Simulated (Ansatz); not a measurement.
Born–Oppenheimer molecular dynamics of a periodic cell of 36 atoms, Be (start crystal Be, start structure hcp, volume 1.1 times the crystal's). It goes on from the last frame of an earlier run, with new velocities.

All numbers below come from Ansatz 0.2.0, DFT PBE, scalar-relativistic, plane waves, PAW. Settings: accuracy low, cutoff 420 eV, k mesh 2x2x2, fermi-dirac smearing 0.3 eV, no spin polarisation.

| Quantity | Value |
| --- | --- |
| ensemble | NPT, Langevin |
| time step | 1.5 fs |
| steps asked | 50 |
| set temperature | 2450 K |
| friction | 0.005 /fs |
| pressure | 5 GPa |
| seed | 779752 |

Frames 3 fs apart, positions in Å, forces in eV/Å.

Velocities at 45.0 fs (Å/ps):

```
Be -23.40 24.22 31.46
Be 17.89 -0.16 -13.25
Be 3.70 -12.10 -6.47
Be -7.21 0.83 -11.19
Be 4.36 -1.68 -6.19
Be 14.82 13.03 -12.20
Be -3.40 -1.66 9.04
Be 18.64 -19.06 -11.04
Be -0.81 10.71 9.69
Be 5.46 -16.37 4.99
Be -2.62 -18.20 -19.92
Be -19.23 -15.22 16.06
Be -1.27 -18.47 -11.33
Be -13.68 -26.03 3.93
Be 6.89 -14.36 34.51
Be 3.70 -2.48 5.68
Be -12.46 9.40 -22.46
Be -4.15 1.39 -20.52
Be -19.09 -2.94 -16.70
Be -10.50 -5.19 0.54
Be -7.26 -3.06 -8.38
Be -8.89 10.49 18.22
Be 0.81 -13.05 -0.52
Be -8.04 -0.56 27.43
Be 16.02 -12.77 -3.49
Be 8.33 -1.72 18.45
Be -20.03 9.51 -15.85
Be 27.26 -9.37 -0.66
Be -19.54 9.27 10.08
Be 12.67 -2.92 3.10
Be -7.74 49.06 -2.45
Be -3.02 6.11 -9.76
Be 21.51 -27.67 -14.86
Be 26.21 -1.46 9.69
Be -29.87 11.95 42.02
Be 12.95 23.94 -2.04
```

```xyz
36
Lattice="7.1204 0.0000 0.0000 -3.5602 6.1664 0.0000 0.0000 0.0000 7.4180" Properties=species:S:1:pos:R:3:forces:R:3 time_fs=45.0 energy_less_start_eV=0.409 T=2477
Be 0.046 0.136 -0.269 -0.66 -1.44 0.19
Be -0.111 1.213 1.714 -0.09 -0.96 -0.15
Be 0.041 -0.261 3.514 -0.05 0.86 -2.00
Be 0.282 1.034 5.228 -1.34 2.67 0.66
Be -1.472 1.787 -0.324 1.28 -0.26 0.01
Be -1.413 3.088 2.062 -0.57 0.53 -0.64
Be -0.940 1.917 3.641 -0.50 -0.08 0.53
Be -0.859 3.318 5.533 -2.41 -1.55 2.22
Be -2.156 3.723 0.223 -1.55 0.40 -1.24
Be -2.191 5.257 1.794 0.39 0.17 -0.13
Be -2.701 3.858 3.928 -0.09 -0.54 -0.20
Be -2.420 5.618 5.133 1.93 -2.72 1.80
Be 2.337 -0.050 -0.380 -0.40 -1.27 3.33
Be 2.284 1.551 1.576 0.43 -0.94 0.15
Be 2.577 -0.113 3.799 -1.17 1.39 -0.49
Be 2.606 0.855 5.527 -3.44 1.75 -1.53
Be 1.013 1.994 -0.057 0.11 0.50 -0.96
Be 0.659 2.998 2.013 0.51 2.32 -0.56
Be 1.336 1.892 3.331 0.15 -1.29 2.84
Be 1.014 3.632 5.667 1.31 0.16 -0.13
Be -0.217 4.220 0.535 0.62 0.17 -1.20
Be 0.073 5.466 2.433 -0.22 -2.24 -3.76
Be -0.619 4.039 3.871 1.54 0.54 -1.71
Be -0.026 5.262 5.462 -0.56 0.47 -0.29
Be 4.921 -0.576 -0.483 -0.12 1.17 0.29
Be 4.662 0.865 1.385 -0.24 0.86 0.27
Be 4.901 0.092 3.449 1.74 0.66 1.46
Be 4.186 1.404 5.152 5.15 0.05 2.06
Be 3.423 1.982 -0.236 0.31 -0.16 0.18
Be 3.556 3.569 1.938 -0.17 -0.85 -0.64
Be 3.534 1.812 3.571 -0.66 0.89 -3.11
Be 2.810 2.969 5.268 1.02 -0.41 -0.22
Be 2.671 3.981 -0.234 -0.13 -0.01 0.30
Be 2.260 5.218 1.470 -0.29 0.38 0.73
Be 2.154 4.173 3.535 -0.87 -1.46 -1.52
Be 2.700 5.197 4.992 -0.94 0.25 3.46
36
Lattice="7.1215 0.0000 0.0000 -3.5607 6.1674 0.0000 0.0000 0.0000 7.4151" Properties=species:S:1:pos:R:3:forces:R:3 time_fs=48.0 energy_less_start_eV=0.748 T=2491
Be -0.036 0.200 -0.169 -0.20 -1.91 -0.59
Be -0.055 1.215 1.673 -0.40 -0.83 0.26
Be 0.049 -0.285 3.485 -0.01 0.88 -1.79
Be 0.257 1.048 5.201 -0.95 2.12 0.82
Be -1.457 1.785 -0.349 0.83 0.00 0.30
Be -1.364 3.133 2.021 -0.77 0.08 -0.21
Be -0.948 1.911 3.664 -0.74 -0.07 -0.09
Be -0.818 3.253 5.508 -2.83 -1.62 2.28
Be -2.166 3.766 0.249 -1.53 0.01 -1.72
Be -2.172 5.213 1.800 0.30 0.56 0.03
Be -2.703 3.810 3.862 0.22 0.14 0.31
Be -2.472 5.566 5.184 2.25 -2.11 1.61
Be 2.332 -0.111 -0.401 -0.67 -0.89 3.64
Be 2.244 1.466 1.582 0.45 -0.71 -0.13
Be 2.592 -0.147 3.896 -1.19 1.49 -1.03
Be 2.604 0.854 5.536 -2.57 2.20 -1.29
Be 0.974 2.029 -0.128 0.30 0.34 -0.66
Be 0.648 3.020 1.959 1.05 2.14 -0.27
Be 1.276 1.874 3.292 0.23 -1.05 2.91
Be 0.986 3.615 5.660 2.03 0.36 -0.07
Be -0.233 4.215 0.510 0.71 0.37 -1.29
Be 0.039 5.488 2.471 -0.61 -2.54 -4.36
Be -0.614 3.999 3.863 1.76 0.88 -1.63
Be -0.049 5.266 5.539 -0.39 -0.17 -0.57
Be 4.968 -0.610 -0.487 -0.18 1.10 0.51
Be 4.682 0.862 1.435 -0.20 0.93 -0.23
Be 4.841 0.130 3.402 2.46 0.78 2.16
Be 4.292 1.378 5.156 3.26 0.15 1.25
Be 3.364 2.007 -0.208 0.84 -0.76 -0.01
Be 3.589 3.557 1.943 -0.52 -0.95 -0.70
Be 3.511 1.964 3.546 -0.53 -0.53 -1.96
Be 2.811 2.983 5.237 1.12 -0.53 0.10
Be 2.733 3.900 -0.278 -0.61 1.19 0.76
Be 2.335 5.216 1.500 -0.46 0.41 0.55
Be 2.065 4.198 3.656 -0.76 -1.57 -2.36
Be 2.735 5.272 5.004 -1.67 0.11 3.47
36
Lattice="7.1222 0.0000 0.0000 -3.5611 6.1680 0.0000 0.0000 0.0000 7.4124" Properties=species:S:1:pos:R:3:forces:R:3 time_fs=51.0 energy_less_start_eV=0.960 T=2477
Be -0.116 0.245 -0.076 0.30 -2.33 -1.40
Be -0.003 1.217 1.640 -0.70 -0.44 0.74
Be 0.053 -0.287 3.442 -0.07 0.70 -0.96
Be 0.223 1.082 5.185 -0.40 1.27 1.00
Be -1.438 1.784 -0.382 0.40 0.20 0.71
Be -1.324 3.183 1.974 -0.92 -0.38 0.23
Be -0.961 1.903 3.693 -0.94 -0.04 -0.71
Be -0.805 3.172 5.518 -2.71 -1.18 1.78
Be -2.194 3.809 0.255 -1.31 -0.27 -2.04
Be -2.152 5.184 1.806 0.08 0.87 0.15
Be -2.704 3.768 3.809 0.76 1.05 0.72
Be -2.516 5.491 5.258 2.51 -1.22 1.23
Be 2.315 -0.177 -0.399 -0.89 -0.24 3.68
Be 2.202 1.362 1.581 0.52 -0.41 -0.18
Be 2.597 -0.181 3.976 -1.18 1.18 -1.65
Be 2.586 0.865 5.540 -1.68 2.37 -0.79
Be 0.944 2.068 -0.203 0.32 -0.01 -0.25
Be 0.647 3.070 1.905 1.68 1.48 0.21
Be 1.215 1.844 3.281 0.29 -0.58 2.56
Be 0.978 3.587 5.647 2.05 0.63 -0.02
Be -0.242 4.214 0.481 0.65 0.52 -1.50
Be -0.007 5.484 2.470 -0.42 -2.30 -4.11
Be -0.588 3.955 3.845 1.76 0.95 -1.10
Be -0.076 5.278 5.618 -0.01 -0.88 -0.86
Be 5.011 -0.632 -0.483 -0.35 0.99 0.70
Be 4.700 0.871 1.482 -0.17 1.01 -0.73
Be 4.801 0.181 3.376 2.37 0.36 2.33
Be 4.427 1.360 5.179 1.43 0.33 0.58
Be 3.310 2.019 -0.181 1.26 -1.42 -0.13
Be 3.615 3.537 1.940 -0.69 -0.79 -1.05
Be 3.485 2.109 3.495 -0.56 -2.21 -0.97
Be 2.822 2.993 5.205 1.23 -0.52 0.47
Be 2.778 3.834 -0.310 -1.04 2.30 0.96
Be 2.398 5.233 1.526 -0.58 0.30 0.48
Be 1.975 4.203 3.765 -0.57 -1.09 -2.68
Be 2.759 5.348 5.053 -2.45 -0.16 2.61
36
Lattice="7.1226 0.0000 0.0000 -3.5613 6.1683 0.0000 0.0000 0.0000 7.4095" Properties=species:S:1:pos:R:3:forces:R:3 time_fs=54.0 energy_less_start_eV=1.093 T=2462
Be -0.190 0.262 0.012 0.74 -2.55 -2.19
Be 0.043 1.225 1.616 -0.98 0.08 1.19
Be 0.055 -0.273 3.396 -0.18 0.51 0.07
Be 0.192 1.140 5.178 0.14 0.29 1.22
Be -1.413 1.782 -0.407 0.05 0.23 1.22
Be -1.294 3.222 1.929 -0.96 -0.71 0.46
Be -0.968 1.905 3.723 -1.13 -0.14 -1.28
Be -0.827 3.081 5.552 -2.01 -0.21 0.87
Be -2.243 3.842 0.234 -0.81 -0.41 -2.03
Be -2.137 5.171 1.819 -0.22 0.90 0.11
Be -2.692 3.742 3.771 1.26 1.75 0.89
Be -2.539 5.396 5.346 2.51 -0.50 0.79
Be 2.278 -0.247 -0.364 -0.94 0.66 3.22
Be 2.163 1.248 1.581 0.65 -0.10 -0.04
Be 2.601 -0.206 4.032 -1.11 0.72 -2.11
Be 2.567 0.905 5.538 -1.14 1.79 -0.09
Be 0.927 2.111 -0.277 0.23 -0.53 0.33
Be 0.663 3.140 1.839 2.19 0.63 0.80
Be 1.149 1.810 3.298 0.51 0.01 1.86
Be 0.985 3.564 5.638 1.49 0.69 0.03
Be -0.246 4.216 0.444 0.47 0.53 -1.74
Be -0.067 5.459 2.429 0.32 -1.59 -3.24
Be -0.550 3.912 3.810 1.63 0.91 -0.29
Be -0.101 5.277 5.691 0.18 -1.11 -1.10
Be 5.052 -0.649 -0.481 -0.66 0.89 0.93
Be 4.716 0.889 1.514 -0.11 1.01 -1.04
Be 4.778 0.232 3.377 1.66 -0.42 1.93
Be 4.563 1.347 5.203 0.24 0.38 0.31
Be 3.263 2.016 -0.146 1.51 -1.75 -0.17
Be 3.639 3.513 1.922 -0.71 -0.44 -1.45
Be 3.449 2.223 3.437 -0.89 -3.53 -0.35
Be 2.843 2.993 5.179 1.27 -0.29 0.78
Be 2.809 3.803 -0.332 -1.31 2.94 0.94
Be 2.451 5.255 1.553 -0.75 0.09 0.47
Be 1.881 4.190 3.849 -0.21 -0.30 -2.71
Be 2.765 5.425 5.129 -2.95 -0.43 1.43
36
Lattice="7.1225 0.0000 0.0000 -3.5613 6.1683 0.0000 0.0000 0.0000 7.4064" Properties=species:S:1:pos:R:3:forces:R:3 time_fs=57.0 energy_less_start_eV=1.210 T=2521
Be -0.256 0.262 0.083 1.07 -2.50 -2.71
Be 0.079 1.245 1.602 -1.21 0.54 1.38
Be 0.060 -0.250 3.351 -0.29 0.43 0.94
Be 0.163 1.201 5.188 0.50 -0.47 1.37
Be -1.383 1.790 -0.420 -0.27 -0.11 1.98
Be -1.271 3.251 1.892 -0.78 -0.91 0.49
Be -0.976 1.913 3.749 -1.30 -0.31 -1.72
Be -0.885 2.991 5.603 -0.90 1.25 -0.28
Be -2.300 3.868 0.196 -0.18 -0.51 -1.79
Be -2.127 5.170 1.830 -0.66 0.63 0.00
Be -2.680 3.736 3.760 1.51 1.87 0.69
Be -2.525 5.294 5.447 1.79 -0.18 0.28
Be 2.228 -0.310 -0.299 -0.73 1.47 2.54
Be 2.133 1.123 1.576 0.79 0.29 0.24
Be 2.594 -0.218 4.069 -0.98 0.25 -2.39
Be 2.551 0.958 5.534 -0.82 1.01 0.43
Be 0.912 2.152 -0.350 0.16 -1.06 1.11
Be 0.713 3.228 1.785 2.32 -0.05 1.16
Be 1.075 1.781 3.343 0.99 0.55 1.00
Be 1.009 3.538 5.632 0.53 0.65 0.14
Be -0.246 4.219 0.394 0.34 0.28 -1.81
Be -0.125 5.427 2.360 1.01 -0.90 -2.22
Be -0.504 3.879 3.771 1.31 0.81 0.43
Be -0.116 5.261 5.759 0.09 -0.92 -1.33
Be 5.083 -0.656 -0.472 -1.10 0.77 1.23
Be 4.726 0.907 1.531 -0.02 0.98 -1.12
Be 4.764 0.262 3.396 1.00 -1.00 1.40
Be 4.695 1.334 5.219 -0.57 0.24 0.33
Be 3.236 2.007 -0.112 1.52 -1.65 -0.16
Be 3.659 3.470 1.883 -0.57 -0.02 -1.72
Be 3.396 2.295 3.380 -1.14 -4.07 0.18
Be 2.879 2.991 5.162 1.25 0.11 0.91
Be 2.818 3.802 -0.340 -1.45 2.96 0.82
Be 2.497 5.270 1.580 -0.98 -0.20 0.51
Be 1.772 4.169 3.910 0.33 0.44 -2.69
Be 2.741 5.507 5.217 -2.53 -0.68 0.38
36
Lattice="7.1215 0.0000 0.0000 -3.5608 6.1674 0.0000 0.0000 0.0000 7.4032" Properties=species:S:1:pos:R:3:forces:R:3 time_fs=60.0 energy_less_start_eV=1.495 T=2295
Be -0.303 0.246 0.117 1.40 -2.22 -2.74
Be 0.100 1.279 1.595 -1.44 0.70 1.21
Be 0.071 -0.226 3.320 -0.41 0.42 1.43
Be 0.129 1.252 5.213 0.69 -0.91 1.36
Be -1.352 1.798 -0.422 -0.50 -0.67 2.99
Be -1.252 3.274 1.867 -0.49 -0.98 0.36
Be -0.991 1.926 3.775 -1.37 -0.43 -2.09
Be -0.959 2.918 5.649 0.10 2.88 -1.40
Be -2.361 3.889 0.133 0.56 -0.68 -1.23
Be -2.128 5.168 1.844 -1.17 0.20 -0.12
Be -2.654 3.743 3.768 1.33 1.41 0.23
Be -2.496 5.191 5.554 0.90 0.01 -0.26
Be 2.172 -0.356 -0.215 -0.41 2.04 1.82
Be 2.105 1.005 1.570 0.91 0.78 0.52
Be 2.580 -0.229 4.083 -0.96 -0.01 -2.28
Be 2.529 1.016 5.537 -0.69 0.25 0.53
Be 0.892 2.187 -0.407 0.15 -1.48 1.92
Be 0.784 3.314 1.742 2.10 -0.37 1.19
Be 1.000 1.758 3.394 1.57 0.98 0.30
Be 1.038 3.515 5.630 -0.19 0.66 0.20
Be -0.251 4.231 0.330 0.40 -0.33 -1.49
Be -0.183 5.387 2.284 1.68 -0.36 -1.40
Be -0.447 3.855 3.742 0.80 0.67 0.80
Be -0.132 5.239 5.819 -0.09 -0.52 -1.57
Be 5.096 -0.654 -0.454 -1.60 0.66 1.55
Be 4.744 0.938 1.540 0.01 0.90 -0.96
Be 4.756 0.285 3.430 0.51 -1.35 0.82
Be 4.832 1.320 5.244 -1.42 -0.17 0.43
Be 3.223 1.990 -0.083 1.36 -1.20 -0.14
Be 3.678 3.420 1.836 -0.41 0.32 -1.78
Be 3.325 2.321 3.328 -1.07 -3.72 0.66
Be 2.926 2.992 5.154 1.17 0.62 0.93
Be 2.821 3.833 -0.333 -1.62 2.50 0.67
Be 2.517 5.283 1.604 -1.14 -0.50 0.59
Be 1.665 4.150 3.938 1.03 0.93 -2.62
Be 2.699 5.585 5.308 -1.67 -1.03 -0.44
```

Of the whole run (75 fs, mean temperature of the second half 2570 K): The conserved energy stayed within 0.49 meV per atom of its start (net change 0.034 meV per atom), so the integration is sound. A run of 0.075 ps of so small a system gives no equilibrium averages. Limits of this set-up: coarse k mesh, low accuracy level. The cell's volume went from 323 to 324 Å³.

The run took 8 min on 1 thread of Arm Neoverse V2, on a shared host, peak memory 0.71 GiB.
